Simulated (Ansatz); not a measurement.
Input and command of a calculation in Ansatz (plane waves; scalar-relativistic PAW potentials unless the input names others):

```yaml
crystal:
  lattice:
    - [2.5180184915, 0.0, 0.0]
    - [-1.2590092457, 2.1806679808, 0.0]
    - [0.0, 0.0, 8.3045881819]
  atoms:
    - { symbol: C, position: [0.0442949516, 0.0324261551, 0.0929681641] }
    - { symbol: C, position: [-0.0442949516, -0.0324261551, 0.5929681641] }
    - { symbol: C, position: [-0.0442949516, -0.0324261551, 0.4070318359] }
    - { symbol: C, position: [0.0442949516, 0.0324261551, 0.9070318359] }
    - { symbol: C, position: [0.3696109846, 0.6932237506, 0.1555285626] }
    - { symbol: C, position: [0.6303890154, 0.3067762494, 0.6555285626] }
    - { symbol: C, position: [0.2970556821, 0.6401095828, 0.3444714374] }
    - { symbol: C, position: [0.7029443179, 0.3598904172, 0.8444714374] }
basis:
  ecutwfc: 420
  ecutrho_ratio: 2
kpoints:
  mp_grid: { grid: [12, 12, 4] }
hamiltonian:
  xc: pbe
scf:
  occupations: { method: gaussian, width: 0.05 }
  max_iter: 60
output:
  forces: true
  eigenvalues: true
  stress: true
```

```bash
ansatz run input.yaml --threads 2 --pin off --max-ram 5120MiB --backend cpu --events-out ev --progress --plain --runs-dir out
```

Abridged log:
```
Pseudopotentials: kind: paw
Pseudopotential: C, paw, valence charge 4, recommended cutoff 420 eV (normal)
Functional definition: PBE
Crystal: 8 atoms, lattice volume = 45.600 Å³
Basis set: ecut = 420 eV, 909 PW (Γ), exchange–correlation on 32×32×96 points (8 copies of the dense FFT grid, shifted against one another)
Bands: 24, of which v1, the nominal top of the filled ones, is band 16 counted from 1 (15 counted from 0)
Symmetry: 2 space group operations
Space group: P21 (ITA 4), of the structure as read, at distance tolerance 3.6e-5 Å
k-points: 222 of 576 (time reversal used)
Initial density: superposition of atomic densities (neutral atoms: chi_scale 0, normalization atom), corrected by the library's trained network
Initial wavefunctions: pseudopotential atomic-orbital guess
Functional: x = pbe(κ = 0.804, μ = 0.21951497), c = pbe(β = 0.06672455)
SCF iter   1: F=—  HF=-2006.180330 eV  |F-HF|=—  |Δ(HF+E_count)|=         —  Δρ=3.29e-3  dr2=3.60e-3  ethr=1.77e-3  ⟨swp⟩=5.9  Hψ=25428  notcnv=0  defer=88
SCF iter   2: F=—  HF=-2006.179431 eV  |F-HF|=—  |Δ(HF+E_count)|=   8.99e-4  Δρ=1.39e-3  dr2=3.22e-4  ethr=1.12e-5  ⟨swp⟩=2.1  Hψ=10129  notcnv=0  defer=231
SCF iter   3: F=—  HF=-2006.179558 eV  |F-HF|=—  |Δ(HF+E_count)|=   1.27e-4  Δρ=5.52e-4  dr2=4.01e-5  ethr=1.01e-6  ⟨swp⟩=2.9  Hψ=8490  notcnv=0  defer=79
automatic band count: iteration 3 solves 23 bands in place of 24: the levels show a gap, and the empty bands left out lie too high to hold charge; the band table lists the bands solved (type scf.n_extra_bands for more)
SCF iter   4: F=—  HF=-2006.179588 eV  |F-HF|=—  |Δ(HF+E_count)|=   2.96e-5  Δρ=8.82e-5  dr2=9.48e-7  ethr=1.25e-7  ⟨swp⟩=2.3  Hψ=8398  notcnv=0  defer=79
SCF iter   5: F=-2006.179589 eV  HF=-2006.179589 eV  |F-HF|=1.52e-8  |Δ(HF+E_count)|=   1.42e-6  Δρ=7.91e-6  dr2=1.10e-8  ethr=2.96e-9  ⟨swp⟩=2.4  Hψ=8158  notcnv=0  defer=79
SCF iter   6: F=-2006.179589 eV  HF=-2006.179589 eV  |F-HF|=8.11e-10  |Δ(HF+E_count)|=   1.67e-8  Δρ=1.42e-6  dr2=3.74e-10  ethr=3.44e-11  ⟨swp⟩=5.2  Hψ=18154  notcnv=0
SCF 1 converged in 6 iterations: F = -2006.179589 eV  dr2 = 3.74e-10
SCF converged after 6 iterations
Free energy (F): -2006.179589 eV
Harris-Foulkes:  -2006.179589 eV  (|F-HF|=8.11e-10)
Internal energy: -2006.179589 eV  (E = F + TS)
E sigma→0 (E₀):  -2006.179589 eV
Fermi energy:    15.599276 eV
--- Forces (eV/Å), atoms counted from 1 ---
  atom   1  C     -0.44403181    -0.47367776     0.00399891
  atom   2  C      0.44403181     0.47367776     0.00399891
  atom   3  C      0.50351893     0.47386353    -0.00252708
  atom   4  C     -0.50351893    -0.47386353    -0.00252708
  atom   5  C     -0.43084657    -0.39096083     0.01702995
  atom   6  C      0.43084657     0.39096083     0.01702995
  atom   7  C      0.35102198     0.39087378    -0.01850172
  atom   8  C     -0.35102198    -0.39087378    -0.01850172
--- Stress (GPa, compression-positive) ---
        0.135065      -0.642556       0.000000
       -0.642557       0.141917       0.000000
        0.000000       0.000000       0.757719
  P = ⅓ Tr σ = 0.3449 GPa (3.449 kbar)
```

Q: What is wrong with this input?

A: The fault is a density cutoff too low for products of the waves, which reach up to 4 times the waves' cutoff (basis.ecutrho_ratio: not typed → 2, the first being the value of the sound run). Setting it back cures it. The log, from which this was withheld above, says: «Warning: basis.ecutrho_ratio = 2 (ecutrho = 840 eV) is below the records' recommended 1680 eV» «settings of this run that can trade accuracy for cost: basis.ecutrho_ratio < 4. Do not mix this run's numbers with those of runs without the same settings; the input reference describes each key» The run converged all the same, with an energy at zero smearing 1.72 meV/atom below the reference's, pressure 0.34 GPa, largest force 0.691 eV/Å, gap on the mesh 4.52 eV, so convergence alone doesn't show that an input is right. A reference run from the same start on usual settings converged with pressure 0.09 GPa, largest force 0.693 eV/Å, gap on the mesh 4.52 eV.

Time: 23 s on 2 threads of Intel(R) Xeon(R) Processor @ 2.50GHz (Skylake/Cascade Lake) (shared host), peak memory 0.5 GiB.